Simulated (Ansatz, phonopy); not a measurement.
# BaO (Fm-3m): a volume series of phonon spectra, part 2 of 2

Aim: how the vibrations of BaO shift with volume, and the expansion that follows.

Ansatz 0.2.0; DFT LDA, scalar-relativistic, plane waves, PAW; PAW set soft_1.

So far. Step 13 (Lattice dynamics at this volume, V/V0 0.97): No mode is imaginary beyond numerical noise at the solved wavevectors. The highest zone-centre mode (no LO–TO term) moved by +21.3 % for a volume change of -3.0 %. Step 14 (A cell at another volume, V/V0 1.05): The run ends at a pressure of -3.74 GPa.

The database entry behind the starting cell differs from later determinations by our own check (about 0.7 % short), so it need not match the best structure at ambient conditions.

### 15. Phonons, V/V0 1.05

File input.yaml:

```yaml
crystal:
  lattice:
    - [0.0, 2.761641881, 2.761641881]
    - [2.761641881, 0.0, 2.761641881]
    - [2.761641881, 2.761641881, 0.0]
  atoms:
    - { symbol: Ba, position: [0.0, 0.0, 0.0] }
    - { symbol: O, position: [0.5, 0.5, 0.5] }
kpoints:
  mp_grid: { grid: [8, 8, 8] }
hamiltonian:
  xc: lda
  pseudopotentials: { kind: paw, azcp: { folder: soft_1 }, xc_functional: pbe }
scf:
  occupations: { method: fixed }
  lower_state_search: "off"
output:
  eigenvalues: true
phonons:
  method: dfpt
  dielectric: true
  rigid_motions: translations
  qmesh: [4, 4, 4]
  temperatures: { t_max: 1000, t_step: 50 }
  qpath:
    path:
      - [[0.0, 0.0, 0.0], [0.5, 0.0, 0.5], [0.625, 0.25, 0.625]]
      - [[0.375, 0.375, 0.75], [0.0, 0.0, 0.0], [0.5, 0.5, 0.5], [0.5, 0.25, 0.75], [0.5, 0.0, 0.5]]
    npoints: 10
```

Command:

```sh
$ ansatz run input.yaml --threads 8 --pin off --max-ram 16384MiB --backend cpu --events-out ev --progress --plain --runs-dir out
```

Elapsed: 37 s, on 8 threads of Arm Neoverse V1, shared host; peak memory 0.93 GiB.

LO-TO term included. The phonon branches at the labelled points (cm⁻¹):

| point | branch 1 | branch 2 | branch 3 | branch 4 | branch 5 | branch 6 |
| --- | --- | --- | --- | --- | --- | --- |
| Γ | 0 | 0 | 0 | 42 | 42 | 383 |
| halfway | 57 | 57 | 100 | 101 | 101 | 324 |
| X | 77 | 77 | 91 | 91 | 99 | 175 |
| halfway | 76 | 89 | 100 | 110 | 154 | 175 |
| U | 71 | 100 | 110 | 147 | 171 | 242 |
| jump to K | 71 | 100 | 110 | 147 | 171 | 242 |
| halfway | 42 | 66 | 112 | 134 | 165 | 358 |
| Γ | 0 | 0 | 0 | 42 | 42 | 383 |
| halfway | 39 | 39 | 106 | 145 | 145 | 377 |
| L | 53 | 53 | 155 | 196 | 196 | 368 |
| halfway | 65 | 82 | 136 | 176 | 179 | 316 |
| W | 92 | 96 | 96 | 154 | 154 | 244 |
| halfway | 86 | 86 | 100 | 122 | 173 | 186 |
| X | 77 | 77 | 91 | 91 | 99 | 175 |

No mode is imaginary beyond numerical noise at the solved wavevectors. The highest zone-centre mode (no LO–TO term) moved by -49.1 % for a volume change of +5.0 %.

### 16. Mode Grüneisen parameters

This step: DFT LDA, scalar-relativistic, plane waves, PAW; PAW set soft_1 (phonopy 4.10.0).

This step gave:

| Item | Value |
| --- | --- |
| share of modes with a negative Grüneisen parameter | 0.049 |

Mean Grüneisen, by row:

| T (K) | heat-capacity-weighted mean | root mean square |
| --- | --- | --- |
| 50 | 1.65 | 2.091 |
| 100 | 1.706 | 2.094 |
| 200 | 1.692 | 2.052 |
| 300 | 1.683 | 2.036 |
| 500 | 1.676 | 2.025 |
| 800 | 1.674 | 2.022 |

The mean mode Grueneisen parameter by wavenumber:

| wavenumber (cm⁻¹) | mean mode Grueneisen parameter |
| --- | --- |
| 7 | - |
| 20 | 2.27 |
| 34 | 2.02 |
| 47 | 2.16 |
| 61 | 1.98 |
| 74 | 0.935 |
| 88 | 0.945 |
| 101 | 1.39 |
| 114 | 2.03 |
| 128 | 2.22 |
| 141 | 2.19 |
| 155 | 1.79 |
| 168 | 1.73 |
| 182 | 2.09 |
| 195 | 2.2 |
| 209 | 2.08 |
| 222 | 1.91 |
| 236 | 1.23 |
| 249 | 0.743 |
| 263 | 1.15 |
| 276 | 1.19 |
| 290 | 1.07 |
| 303 | 1.09 |
| 316 | 1.06 |
| 330 | 1.06 |
| 343 | 1.07 |
| 357 | 1.06 |
| 370 | 1.08 |
| 384 | 1.09 |
| 397 | 1.09 |

Volume series, by row:

| V/V0 | V (Å³/atom) | pressure (GPa) | E - E0 (meV/atom) | gap (eV) | zero-point energy (meV/atom) | lowest on the path (cm⁻¹) | highest at Gamma without the LO-TO term (cm⁻¹) |
| --- | --- | --- | --- | --- | --- | --- | --- |
| 0.97 | 19.46 | 2.787 | 5.036 | 1.554 | 30.66 | 0 | 101 |
| 0.985 | 19.76 | 1.333 | 1.195 | 1.622 | 29.98 | 0 | 92.47 |
| 1 | 20.06 | -0.004 | 0 | 1.687 | 29.28 | 0 | 83.23 |
| 1.015 | 20.36 | -1.234 | 1.167 | 1.747 | 28.57 | 0 | 73.14 |
| 1.03 | 20.66 | -2.367 | 4.576 | 1.804 | 27.84 | 0 | 61.71 |
| 1.05 | 21.06 | -3.735 | 12.2 | 1.876 | 26.83 | 0 | 42.4 |

Table of optical frequency at Gamma without the LO-TO term, mode 4 by V/V0:

| V/V0 | optical frequency at Gamma without the LO-TO term, mode 4 (cm⁻¹) |
| --- | --- |
| 0.9700 | 101 |
| 0.9850 | 92.5 |
| 1.0000 | 83.2 |
| 1.0150 | 73.1 |
| 1.0300 | 61.7 |
| 1.0500 | 42.4 |

Grüneisen at points, by row:

| point | branch | frequency (cm⁻¹) | mode Grüneisen parameter |
| --- | --- | --- | --- |
| Γ | 4 | 83.2 | 7.7 |
| Γ | 6 | 404.3 | 1.09 |
| X | 1 | 72.1 | -4.98 |
| X | 3 | 116 | 5.23 |
| X | 5 | 130.4 | 4.69 |
| X | 6 | 154.7 | -3.52 |
| U | 1 | 77.7 | 0.71 |
| U | 2 | 116.3 | 1.02 |
| U | 3 | 124.2 | 2.63 |
| U | 4 | 165.2 | -0.32 |
| U | 5 | 166.2 | 2.5 |
| U | 6 | 258.2 | 1.36 |
| K | 1 | 77.7 | 0.71 |
| K | 2 | 116.3 | 1.02 |
| K | 3 | 124.2 | 2.63 |
| K | 4 | 165.2 | -0.32 |
| K | 5 | 166.2 | 2.5 |
| K | 6 | 258.2 | 1.36 |
| L | 1 | 61.4 | 2.67 |
| L | 3 | 162.3 | 0.89 |
| L | 4 | 220.6 | 2.25 |
| L | 6 | 388.8 | 1.14 |
| W | 1 | 98.1 | 1.38 |
| W | 2 | 115.3 | 1.26 |
| W | 4 | 153.5 | 0.93 |
| W | 6 | 263.1 | 1.54 |

### 17. Quasi-harmonic fit by phonopy

Numbers from this step:

| Item | Value |
| --- | --- |
| volume expansion coefficient at 300 K | 51.24 1e-6/K |
| isothermal bulk modulus at 300 K | 71.14 GPa |
| C_P at 300 K | 24.27 J/mol-atom/K |
| Grüneisen parameter at 300 K | 1.896 |

The energy (each curve on its own zero) by volume; values in meV/atom:

| volume (Å³/atom) | static | F at 0 K | F at 300 K | F at 1300 K |
| --- | --- | --- | --- | --- |
| 19.457 | 5.04 | 6.84 | 10.3 | 26.6 |
| 19.758 | 1.2 | 2.32 | 4.66 | 15.6 |
| 20.059 | 0 | 0.42 | 1.51 | 6.34 |
| 20.360 | 1.17 | 0.88 | 0.53 | -1.37 |
| 20.661 | 4.58 | 3.55 | 1.57 | -7.82 |
| 21.062 | 12.2 | 10.2 | 5.62 | -15.2 |

Phonopy-qha, vinet fit of F(V) at each temperature; no electronic free energy. Qha vinet, by row:

| T (K) | fitted volume (Å³/atom) | alpha_V (1e-6/K) | B_T (GPa) | C_P (J/mol-atom/K) | Grueneisen |
| --- | --- | --- | --- | --- | --- |
| 100 | 20.18 | 30.76 | 80.53 | 16.92 | 1.787 |
| 150 | 20.21 | 38.63 | 78.4 | 20.58 | 1.813 |
| 200 | 20.25 | 43.6 | 76.11 | 22.45 | 1.834 |
| 250 | 20.3 | 47.55 | 73.68 | 23.54 | 1.862 |
| 300 | 20.35 | 51.24 | 71.14 | 24.27 | 1.896 |
| 350 | 20.4 | 55 | 68.47 | 24.82 | 1.935 |
| 400 | 20.46 | 59.07 | 65.67 | 25.29 | 1.979 |
| 450 | 20.53 | 63.63 | 62.73 | 25.74 | 2.029 |
| 500 | 20.59 | 68.86 | 59.65 | 26.2 | 2.085 |
| 550 | 20.67 | 75 | 56.41 | 26.7 | 2.147 |
| 600 | 20.75 | 82.33 | 53 | 27.29 | 2.217 |
| 650 | 20.84 | 91.26 | 49.4 | 28.01 | 2.295 |

The volume expansion coefficient, phonopy-qha, Vinet by temperature:

| temperature (K) | volume expansion coefficient, phonopy-qha, Vinet (1e-6/K) |
| --- | --- |
| 75 | 24.4 |
| 100 | 30.8 |
| 125 | 35.3 |
| 150 | 38.6 |
| 175 | 41.3 |
| 200 | 43.6 |
| 225 | 45.6 |
| 250 | 47.5 |
| 275 | 49.4 |
| 300 | 51.2 |
| 325 | 53.1 |
| 350 | 55 |
| 375 | 57.0 |
| 400 | 59.1 |
| 425 | 61.3 |
| 450 | 63.6 |
| 475 | 66.2 |
| 500 | 68.9 |
| 525 | 71.8 |
| 550 | 75 |
| 575 | 78.5 |
| 600 | 82.3 |
| 625 | 86.6 |
| 650 | 91.3 |

The fit gives a volume expansion of 51.2 × 10⁻⁶/K at 300 K.

### 18. Summary of results

```
volume expansion coefficient at 300 K  : 51.24 1e-6/K
isothermal bulk modulus at 300 K       : 71.14 GPa
C_P at 300 K                           : 24.27 J/mol-atom/K
Grüneisen parameter at 300 K           : 1.896
mean mode Grüneisen parameter at 300 K : 1.68
```

**Reading.** Near room temperature BaO expands by 51.2 × 10⁻⁶/K in volume by LDA, with C_P = 24.3 J/(mol K) per mole of atoms and B_T = 71.1 GPa. Between 300 and 650 K the bulk modulus falls by 31 % and the Grüneisen parameter grows; in this range the quasi-harmonic approximation, which lacks anharmonicity at fixed volume, tends to overshoot. The table stops at 650 K because beyond it the fitted volume comes within 1 % of the largest computed cell, where the fit loses its support. C_P at room temperature is 97 % of the classical 3R an atom. The heat-capacity-weighted Grüneisen parameter goes from 1.65 at 50 K to 1.67 at 800 K; 5 % of the modes stiffen on expansion. Weighting γ by the density of states and each mode's heat capacity at 300 K, modes below 130 cm⁻¹ give about 40 % of the sum of γC that drives the expansion, those up to 270 cm⁻¹ 53 % and the rest 8 %. Among the labelled points γ is largest for branch 4 at Γ (83.2 cm⁻¹, 7.7) and most negative for branch 1 at X (72.1 cm⁻¹, -5.0). The PAW files were made for PBE and are used here under another functional, for which the program regenerates the frozen cores.

[Logs are printed without paths, hosts, clocks, repeated set-up lines and the standing remarks that a program may print on its own settings, such as how far it seeks lower states.]

[Hosts, paths, dates, database ids (printed as entryN), source tags and the programs' standing remarks are cut or masked in the printed files.]

[A step with changed settings may run another functional than the one named; its input shows which.]

[Of the runs on displaced cells, only some may be shown.]
